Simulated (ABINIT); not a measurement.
# PbSe (Clausthalite) (Fm-3m) in ABINIT: a series of runs

Aim: see how the results for PbSe (Clausthalite) move with the level of theory and the settings. Levels: PBE+D3(BJ), BLYP. Tasks: equation of state, band structure.

All numbers are computed with ABINIT 10.8.3 (patched build); they aren't measurements. Logs are shortened: lines on timing, memory, paths and dates and some standing lists are left out, and cuts for length are marked. The log counts tension as positive stress, the text compression.

**What was measured.**

From a printed reference work, monograph, for a bulk crystal of PbSe at 300 K: band gap 0.28 eV (direct).

The runs below are set against these values where they give the same quantity.

**1. The structure**

It takes space group Fm-3m (No. 225, cubic). Conventional cell: a = 6.121 Å, b = 6.121 Å, c = 6.121 Å, α = 90.00°, β = 90.00°, γ = 90.00°. Pb (site symmetry m-3m) has 6 Se at 3.06 Å as nearest neighbours. Se (site symmetry m-3m) has 6 Pb at 3.06 Å as nearest neighbours.

**2. Equation of state, PBE+D3(BJ)**

File run.abi:

```
# Datasets: one volume each
ndtset 7
getwfk -1
scalecart1 3*0.9795861087
scalecart2 3*0.9864848297
scalecart3 3*0.9932883884
scalecart4 3*1.0000000000
scalecart5 3*1.0066227096
scalecart6 3*1.0131594038
scalecart7 3*1.0196128224

# Pseudopotentials
pp_dirpath "./"
pseudos "Pb.GGA_PBE-JTH.xml, Se.GGA_PBE-JTH.xml"

# Structure
acell 3*1.0 Angstrom
rprim
     0.0000000000     3.0606500000     3.0606500000
     3.0606500000     0.0000000000     3.0606500000
     3.0606500000     3.0606500000     0.0000000000
ntypat 2
znucl 82 34
natom 2
typat 1 2
xred
     0.0000000000     0.0000000000     0.0000000000
     0.5000000000     0.5000000000     0.5000000000

# Plane-wave basis
ecut 462.593566 eV
pawecutdg 34.0

# k points
kptopt 1
ngkpt 8 8 8
nshiftk 1
shiftk 0.0 0.0 0.0

# Exchange and correlation
ixc 11
vdw_xc 7

# Bands and occupations
nband 14
occopt 3
tsmear 0.00183747

# SCF cycle
nstep 100
tolvrs 1.0e-9

# Output
iomode 3
prtwf 1
prtden 0
prteig 0
prtebands 0
enunit 2
```

Potentials or basis: JTH PAW PBE v2.0.

Run with:

```sh
$ abinit run.abi > log 2>&1
```

run.abo:

```text
.Version 10.8.3 of ABINIT
 DATASET    1 : space group Fm -3 m (#225); Bravais cF (face-center cubic)
================================================================================
 Values of the parameters that define the memory need for DATASET  1.
     intxc =       0    ionmov =       0      iscf =      17    lmnmax =      18
     lnmax =       6     mgfft =      30  mpssoang =       3    mqgrid =    3001
     natom =       2  nloc_mem =       2    nspden =       1   nspinor =       1
    nsppol =       1      nsym =      48    n1xccc =       1    ntypat =       2
    occopt =       3   xclevel =       2
       mpw =        1243          nfft =       27000          nkpt =          29
 PAW method is used; the additional fine FFT grid is defined by:
   mgfftf=        45    nfftf =     91125
================================================================================
================================================================================
[... 71 lines left out ...]
 DATASET    7 : space group Fm -3 m (#225); Bravais cF (face-center cubic)
================================================================================
 Values of the parameters that define the memory need for DATASET  7.
     intxc =       0    ionmov =       0      iscf =      17    lmnmax =      18
     lnmax =       6     mgfft =      32  mpssoang =       3    mqgrid =    3001
     natom =       2  nloc_mem =       2    nspden =       1   nspinor =       1
    nsppol =       1      nsym =      48    n1xccc =       1    ntypat =       2
    occopt =       3   xclevel =       2
       mpw =        1387          nfft =       32768          nkpt =          29
 PAW method is used; the additional fine FFT grid is defined by:
   mgfftf=        45    nfftf =     91125
================================================================================
================================================================================

--------------------------------------------------------------------------------
------------- Echo of variables that govern the present computation ------------
--------------------------------------------------------------------------------
 -outvars: echo values of preprocessed input variables --------
            acell      1.8897261259E+00  1.8897261259E+00  1.8897261259E+00 Bohr
              amu      2.07200000E+02  7.89600000E+01
             ecut      1.70000000E+01 Hartree
           enunit           2
           getwfk          -1
              ixc          11
           jdtset        1    2    3    4    5    6    7
         kptrlatt        8    0    0      0    8    0      0    0    8
          kptrlen1     6.41003113E+01
          kptrlen2     6.45517368E+01
          kptrlen3     6.49969353E+01
          kptrlen4     6.54361171E+01
          kptrlen5     6.58694815E+01
          kptrlen6     6.62972174E+01
          kptrlen7     6.67195040E+01
            natom           2
            nband          14
           ndtset           7
            ngfft1         30      30      30
            ngfft2         30      30      30
            ngfft3         32      32      32
[... 76 lines left out ...]
 chkinp: Checking input parameters for consistency, jdtset=   1.

 chkinp: Checking input parameters for consistency, jdtset=   2.
[... 40 lines left out ...]
 getcut: wavevector=  0.0000  0.0000  0.0000  ngfft=  45  45  45
         ecut(hartree)=     34.000   => boxcut(ratio)=   2.09208

--- Pseudopotential description ------------------------------------------------
- pspini: atom type   1  psp file is ./Pb.GGA_PBE-JTH.xml
 Pseudopotential format is: paw10
 basis_size (lnmax)=  6 (lmn_size= 18), orbitals=   0   0   1   1   2   2
 Spheres core radius: rc_sph= 2.40264019
 Shapefunction is BESSEL type: shapef(r,l)=aa(1,l)*jl(q(1,l)*r)+aa(2,l)*jl(q(2,l)*r)
 Radius for shape functions =  2.00872932
 Compensation charge density is not taken into account in XC energy/potential

- pspini: atom type   2  psp file is ./Se.GGA_PBE-JTH.xml
 Pseudopotential format is: paw10
 basis_size (lnmax)=  4 (lmn_size=  8), orbitals=   0   0   1   1
 Spheres core radius: rc_sph= 2.21132333
 Shapefunction is BESSEL type: shapef(r,l)=aa(1,l)*jl(q(1,l)*r)+aa(2,l)*jl(q(2,l)*r)
 Radius for shape functions =  2.00656599
 Compensation charge density is not taken into account in XC energy/potential

   1.09479230E+03                                ecore*ucvol(ha*bohr**3)
--------------------------------------------------------------------------------

[... 1319 lines left out ...]
-Cartesian components of stress tensor (GPa)         [Pressure= -3.3257E+00 GPa]
- sigma(1 1)=  3.32568228E+00  sigma(3 2)=  0.00000000E+00
- sigma(2 2)=  3.32568228E+00  sigma(3 1)=  0.00000000E+00
- sigma(3 3)=  3.32568228E+00  sigma(2 1)=  0.00000000E+00

== END DATASET(S) ==============================================================
================================================================================

 -outvars: echo values of variables after computation  --------
            acell      1.8897261259E+00  1.8897261259E+00  1.8897261259E+00 Bohr
           etotal1    -7.0845727053E+01
           etotal2    -7.0846600254E+01
           etotal3    -7.0847157809E+01
           etotal4    -7.0847374493E+01
           etotal5    -7.0847330753E+01
           etotal6    -7.0847047491E+01
           etotal7    -7.0846540657E+01
            fcart1    -0.0000000000E+00 -0.0000000000E+00 -0.0000000000E+00
                      -0.0000000000E+00 -0.0000000000E+00 -0.0000000000E+00
            fcart2    -0.0000000000E+00 -0.0000000000E+00 -0.0000000000E+00
                      -0.0000000000E+00 -0.0000000000E+00 -0.0000000000E+00
            fcart3    -0.0000000000E+00 -0.0000000000E+00 -0.0000000000E+00
                      -0.0000000000E+00 -0.0000000000E+00 -0.0000000000E+00
            fcart4    -0.0000000000E+00 -0.0000000000E+00 -0.0000000000E+00
                      -0.0000000000E+00 -0.0000000000E+00 -0.0000000000E+00
            fcart5    -0.0000000000E+00 -0.0000000000E+00 -0.0000000000E+00
                      -0.0000000000E+00 -0.0000000000E+00 -0.0000000000E+00
[... 38 lines left out ...]
                       0.0000000000E+00  0.0000000000E+00  0.0000000000E+00
           xangst1     0.0000000000E+00  0.0000000000E+00  0.0000000000E+00
                       2.9981702236E+00  2.9981702236E+00  2.9981702236E+00
           xangst2     0.0000000000E+00  0.0000000000E+00  0.0000000000E+00
                       3.0192847940E+00  3.0192847940E+00  3.0192847940E+00
           xangst3     0.0000000000E+00  0.0000000000E+00  0.0000000000E+00
                       3.0401081060E+00  3.0401081060E+00  3.0401081060E+00
           xangst4     0.0000000000E+00  0.0000000000E+00  0.0000000000E+00
                       3.0606500000E+00  3.0606500000E+00  3.0606500000E+00
           xangst5     0.0000000000E+00  0.0000000000E+00  0.0000000000E+00
                       3.0809197961E+00  3.0809197961E+00  3.0809197961E+00
           xangst6     0.0000000000E+00  0.0000000000E+00  0.0000000000E+00
                       3.1009263292E+00  3.1009263292E+00  3.1009263292E+00
           xangst7     0.0000000000E+00  0.0000000000E+00  0.0000000000E+00
                       3.1206779849E+00  3.1206779849E+00  3.1206779849E+00
             xred      0.0000000000E+00  0.0000000000E+00  0.0000000000E+00
                       5.0000000000E-01  5.0000000000E-01  5.0000000000E-01
 Calculation completed.
```

It took 1.8 min on 1 thread of Arm Neoverse V2, shared host; peak memory 0.15 GiB.

What came out:

- Equilibrium volume: 28.86 Å³/atom
- Bulk modulus: 50 GPa
- Pressure derivative of the bulk modulus: 4.8 (rough: it moves with the points fitted)

Energy against volume, from the lowest point:
```csv
volume (Å³/atom),energy (meV/atom)
26.951,22.41
27.524,10.53
28.097,2.95
28.671,0.00
29.244,0.60
29.818,4.45
30.391,11.34
```

Caveat: the cutoff is too short for stress, so the log's stress isn't used; pressures at fixed basis lie under the slope of the energies. Spin-orbit coupling is left out, which matters for the levels of Pb.

**3. Band structure, BLYP**

File run.abi:

```
# Datasets: ground state, then fixed potential
ndtset 2

# Pseudopotentials
pp_dirpath "./"
pseudos "Pb.GGA_PBE-JTH.xml, Se.GGA_PBE-JTH.xml"

# Structure
acell 4.3284127397 4.3284127397 4.3284127397 Angstrom
rprim
     0.0000000000     0.7071067812     0.7071067812
     0.7071067812     0.0000000000     0.7071067812
     0.7071067812     0.7071067812     0.0000000000
ntypat 2
znucl 82 34
natom 2
typat 1 2
xred
     0.0000000000     0.0000000000     0.0000000000
     0.5000000000     0.5000000000     0.5000000000

# Plane-wave basis
ecut 462.593566 eV
pawecutdg 34.0

# Exchange and correlation
ixc -106131

# Bands and occupations
occopt 3
tsmear 0.05 eV

# SCF cycle
nstep 100

# Output
iomode 3
prtwf 0
prteig 0
prtebands 0
enunit 1
prtden1 1
prtvha1 1
prtvclmb1 1
prtpot1 1

# Dataset 1
kptopt1 1
ngkpt1 8 8 8
nshiftk1 1
shiftk1 0.0 0.0 0.0
nband1 14
tolvrs1 1.0e-9

# Dataset 2: bands along G-X-W-K-G-L-U-W-L-K
iscf2 -2
getden2 1
nband2 18
nbdbuf2 2
tolwfr2 1.0e-12
kptopt2 -9
ndivsm2 8
prteig2 1
prtvol2 -3
kptbounds2
     0.0000000000     0.0000000000     0.0000000000
     0.5000000000     0.0000000000     0.5000000000
     0.5000000000     0.2500000000     0.7500000000
     0.3750000000     0.3750000000     0.7500000000
     0.0000000000     0.0000000000     0.0000000000
     0.5000000000     0.5000000000     0.5000000000
     0.6250000000     0.2500000000     0.6250000000
     0.5000000000     0.2500000000     0.7500000000
     0.5000000000     0.5000000000     0.5000000000
     0.3750000000     0.3750000000     0.7500000000
```

Potentials or basis: JTH PAW PBE v2.0.

Run with:

```sh
$ abinit run.abi > log 2>&1
```

Run time: 88 s. Hardware: 1 thread of Arm Neoverse V2, shared host; peak memory 0.15 GiB.

It converged, with:

- Free energy: -1924.0891 eV
- Band gap on the k mesh: 0.42 eV, direct
- Valence electrons inside the program's atomic spheres: Pb 11.33; Se 3.95

Levels at the corners of the path, in eV from the valence-band top:
| point | band 6 | band 7 | band 8 | band 9 | band 10 | band 11 | band 12 | band 13 | band 14 | band 15 |
| --- | --- | --- | --- | --- | --- | --- | --- | --- | --- | --- |
| Γ | -13.57 | -6.44 | -1.83 | -1.83 | -1.83 | 4.66 | 4.66 | 4.66 | 6.81 | 6.81 |
| X | -12.16 | -7.52 | -4.84 | -3.15 | -3.15 | 4.08 | 5.55 | 5.55 | 6.06 | 11.58 |
| W | -12.13 | -8.12 | -4.11 | -4.11 | -0.76 | 1.91 | 5.07 | 5.07 | 7.90 | 7.90 |
| K | -12.17 | -8.14 | -4.45 | -2.64 | -2.33 | 3.47 | 3.99 | 5.48 | 6.10 | 10.42 |
| Γ | -13.57 | -6.44 | -1.83 | -1.83 | -1.83 | 4.66 | 4.66 | 4.66 | 6.81 | 6.81 |
| L | -12.52 | -8.86 | -1.39 | -1.39 | 0.00 | 0.42 | 1.72 | 1.72 | 8.96 | 10.40 |
| U | -12.17 | -8.14 | -4.45 | -2.64 | -2.33 | 3.47 | 3.99 | 5.48 | 6.10 | 10.42 |
| W | -12.13 | -8.12 | -4.11 | -4.11 | -0.76 | 1.91 | 5.07 | 5.07 | 7.90 | 7.90 |
| L | -12.52 | -8.86 | -1.39 | -1.39 | 0.00 | 0.42 | 1.72 | 1.72 | 8.96 | 10.40 |
| K | -12.17 | -8.14 | -4.45 | -2.64 | -2.33 | 3.47 | 3.99 | 5.48 | 6.10 | 10.42 |

Caveat: the cutoff is too short for stress, so the log's stress isn't used; the PAW data sets were made with another functional, which shifts forces and pressure a little; spin-orbit coupling is left out, which as a rule narrows the gap of such compounds by several tenths of an eV.

**4. How close it comes**

Step 2. The cell as given is a measured one (28.67 Å³/atom); PBE+D3(BJ) puts the equilibrium volume +0.7 % from it, thermal expansion not counted.

Step 3. Measured gap of PbSe: 0.28 eV (direct; 300 K; a printed reference work, monograph). This calculation gives 0.42 eV (+0.14 eV). 2 values of this kind are on record (0.15 to 0.28 eV); this one was drawn at random. Spin-orbit coupling on Pb, Se is left out. The value is that of BLYP on a finite k mesh, which can miss the band edges, without temperature or zero-point motion.
